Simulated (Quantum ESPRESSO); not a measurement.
A run of Quantum ESPRESSO 7.5 is set up as follows.

The input pw.in:

```
&CONTROL
  calculation = 'scf'
  prefix = 'pwscf'
  outdir = './tmp'
  pseudo_dir = './pseudo'
  tprnfor = .true.
  tstress = .true.
  disk_io = 'low'
/
&SYSTEM
  ibrav = 0
  nat = 2
  ntyp = 2
  ecutwfc = 70
  nbnd = 22
  occupations = 'smearing'
  smearing = 'fd'
  degauss = 0.00367493
/
&ELECTRONS
  conv_thr = 4d-10
  electron_maxstep = 120
  mixing_beta = 0.5
/
ATOMIC_SPECIES
Pb   207.2000 82_Pb_14_3.0_3.1_pbe_n_v1.0.upf
Te   127.6000 52_Te_16_2.3_2.3_pbe_n_v1.0.upf
CELL_PARAMETERS angstrom
   0.0000000000    3.2310000000    3.2310000000
   3.2310000000    0.0000000000    3.2310000000
   3.2310000000    3.2310000000    0.0000000000
ATOMIC_POSITIONS angstrom
Pb     0.0000000000    0.0000000000    0.0000000000
Te     3.2310000000    3.2310000000    3.2310000000
K_POINTS automatic
7 7 7 0 0 0
```

Contents of bands.in:

```
&CONTROL
  calculation = 'bands'
  prefix = 'pwscf'
  outdir = './tmp'
  pseudo_dir = './pseudo'
  disk_io = 'low'
  verbosity = 'high'
/
&SYSTEM
  ibrav = 0
  nat = 2
  ntyp = 2
  ecutwfc = 70
  nbnd = 22
  occupations = 'smearing'
  smearing = 'fd'
  degauss = 0.00367493
/
&ELECTRONS
  conv_thr = 1d-08
  electron_maxstep = 120
  mixing_beta = 0.5
  diago_full_acc = .true.
  startingwfc = 'random'
/
ATOMIC_SPECIES
Pb   207.2000 82_Pb_14_3.0_3.1_pbe_n_v1.0.upf
Te   127.6000 52_Te_16_2.3_2.3_pbe_n_v1.0.upf
CELL_PARAMETERS angstrom
   0.0000000000    3.2310000000    3.2310000000
   3.2310000000    0.0000000000    3.2310000000
   3.2310000000    3.2310000000    0.0000000000
ATOMIC_POSITIONS angstrom
Pb     0.0000000000    0.0000000000    0.0000000000
Te     3.2310000000    3.2310000000    3.2310000000
K_POINTS crystal
60
 0.0000000000  0.0000000000  0.0000000000 1
 0.0625000000  0.0000000000  0.0625000000 1
 0.1250000000  0.0000000000  0.1250000000 1
 0.1875000000  0.0000000000  0.1875000000 1
 0.2500000000  0.0000000000  0.2500000000 1
 0.3125000000  0.0000000000  0.3125000000 1
 0.3750000000  0.0000000000  0.3750000000 1
 0.4375000000  0.0000000000  0.4375000000 1
 0.5000000000  0.0000000000  0.5000000000 1
 0.5000000000  0.0625000000  0.5625000000 1
 0.5000000000  0.1250000000  0.6250000000 1
 0.5000000000  0.1875000000  0.6875000000 1
 0.5000000000  0.2500000000  0.7500000000 1
 0.4375000000  0.3125000000  0.7500000000 1
 0.3750000000  0.3750000000  0.7500000000 1
 0.3375000000  0.3375000000  0.6750000000 1
 0.3000000000  0.3000000000  0.6000000000 1
 0.2625000000  0.2625000000  0.5250000000 1
 0.2250000000  0.2250000000  0.4500000000 1
 0.1875000000  0.1875000000  0.3750000000 1
 0.1500000000  0.1500000000  0.3000000000 1
 0.1125000000  0.1125000000  0.2250000000 1
 0.0750000000  0.0750000000  0.1500000000 1
 0.0375000000  0.0375000000  0.0750000000 1
 0.0000000000  0.0000000000  0.0000000000 1
 0.0625000000  0.0625000000  0.0625000000 1
 0.1250000000  0.1250000000  0.1250000000 1
 0.1875000000  0.1875000000  0.1875000000 1
 0.2500000000  0.2500000000  0.2500000000 1
 0.3125000000  0.3125000000  0.3125000000 1
 0.3750000000  0.3750000000  0.3750000000 1
 0.4375000000  0.4375000000  0.4375000000 1
 0.5000000000  0.5000000000  0.5000000000 1
 0.5250000000  0.4500000000  0.5250000000 1
 0.5500000000  0.4000000000  0.5500000000 1
 0.5750000000  0.3500000000  0.5750000000 1
 0.6000000000  0.3000000000  0.6000000000 1
 0.6250000000  0.2500000000  0.6250000000 1
 0.5833333333  0.2500000000  0.6666666667 1
 0.5416666667  0.2500000000  0.7083333333 1
 0.5000000000  0.2500000000  0.7500000000 1
 0.5000000000  0.2857142857  0.7142857143 1
 0.5000000000  0.3214285714  0.6785714286 1
 0.5000000000  0.3571428571  0.6428571429 1
 0.5000000000  0.3928571429  0.6071428571 1
 0.5000000000  0.4285714286  0.5714285714 1
 0.5000000000  0.4642857143  0.5357142857 1
 0.5000000000  0.5000000000  0.5000000000 1
 0.4821428571  0.4821428571  0.5357142857 1
 0.4642857143  0.4642857143  0.5714285714 1
 0.4464285714  0.4464285714  0.6071428571 1
 0.4285714286  0.4285714286  0.6428571429 1
 0.4107142857  0.4107142857  0.6785714286 1
 0.3928571429  0.3928571429  0.7142857143 1
 0.3750000000  0.3750000000  0.7500000000 1
 0.6250000000  0.2500000000  0.6250000000 1
 0.5937500000  0.1875000000  0.5937500000 1
 0.5625000000  0.1250000000  0.5625000000 1
 0.5312500000  0.0625000000  0.5312500000 1
 0.5000000000  0.0000000000  0.5000000000 1
```

Potentials or basis: SPMS 1.0 PBE.

Run with:

```bash
$ OMP_NUM_THREADS=1 pw.x -in pw.in > pw.out
$ OMP_NUM_THREADS=1 pw.x -in bands.in > bands.out
```

(1) What does it give for the pressure?

(2) What does it give for the band gap along the path?

Answers

(1) 2.1 GPa.

(2) 0.74 eV, direct.

Caveat: this odd mesh misses L, where the gap lies, so gap, dielectric constants and Born charges aren't listed; spin-orbit coupling is left out, which moves the levels of the heavy elements.

**What was measured.**

A printed reference work, monograph reports, for a bulk crystal of TePb at 4.2 K: band gap 0.19 eV (direct).

Against the measured gap of TePb, 0.19 eV (direct; 4.2 K; a printed reference work, monograph), the calculated 0.74 eV is off by +0.55 eV. Spin-orbit coupling on Pb, Te is left out. The value is that of PBE, without temperature or zero-point motion.
